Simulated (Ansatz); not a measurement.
The system is ZrN.

```
Zr N
1.0
     0.00000    2.30000    2.30000
     2.30000    0.00000    2.30000
     2.30000    2.30000    0.00000
Zr N
1 1
Direct
  0.50000 0.50000 0.50000
  0.00000 0.00000 0.00000
```

Base run:

```yaml
Program: Ansatz 0.2.0
Functional: PBE
Potentials_or_basis: all-electron LAPW, scalar-relativistic
Cutoff: 281 eV (chosen from the basis error)
Basis_error_allowed: 0.001 eV/atom
k_mesh: 10 × 10 × 10
Occupations: gaussian, width 0.018 eV
Spin: no spin polarisation
```

Its results: pressure -0.8 GPa.

The run is repeated on the same cell with these changes: functional from PBE to revPBE; occupations from gaussian, width 0.018 eV to fermi-dirac, width 0.05 eV. What comes out?

Pressure 1.9 GPa.
